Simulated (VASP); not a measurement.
Write the native input for VASP 6.6.1 that does the following.

```yaml
Task: single point
Functional: PBEsol
Potentials_or_basis: VASP PAW PBE potentials, release 64 (Hg, Te)
Cutoff: 520 eV
k_mesh: 16 × 16 × 16
Occupations: gaussian, width 0.1 eV
Spin: no spin polarisation
Dipole_correction: no
Further_INCAR_settings: ALGO = Fast; EDIFF = 1e-06; NBANDS = 16
```

The structure of HgTe lies in POSCAR:

```
HgTe
1.0
   -3.1032258088      3.1032258088      1.6123051872
    3.1032258088     -3.1032258088      1.6123051872
    3.1032258088      3.1032258088     -1.6123051872
Hg Te
1 1
Direct
    0.2500000000      0.7500000000      0.5000000000
    0.0000000000      0.0000000000      0.0000000000
```

Measurements of this composition are mostly on another form, of space group No. 216.

The cell isn't the ideal one: strained and moved within the space group.

These files were run (other wordings do the same):

INCAR

```
SYSTEM = HgTe
PREC = Accurate ; ENCUT = 520
EDIFF = 1E-6 ; ISMEAR = 0
SIGMA = 0.1 ; LREAL = .FALSE.
LASPH = .TRUE. ; NELM = 100
ALGO = Fast ; ISIF = 2
LWAVE = .FALSE. ; LCHARG = .TRUE.
GGA = PS ; LELF = .TRUE.
LVHAR = .TRUE. ; NBANDS = 16
```

KPOINTS

```
regular mesh
0
G
  16 16 16
  0 0 0
```

Potentials or basis: VASP PAW PBE potentials, release 64 (Hg, Te).

The run is started by

```console
$ cat potpaw_PBE.64/Hg/POTCAR potpaw_PBE.64/Te/POTCAR > POTCAR
$ mpirun -np 1 vasp_std > vasp.out
```

It gave:

```json
{"Pressure": "-5.5 GPa", "Band gap on the k mesh": "none (metal or under the smearing width)"}
```

Caveat: the PAW data sets were made with another functional, which shifts forces and pressure a little.

Run time: 4.7 min on 1 thread of Intel(R) Xeon(R) Platinum 8488C (Sapphire Rapids), with other jobs on the host, peak memory 0.49 GiB.
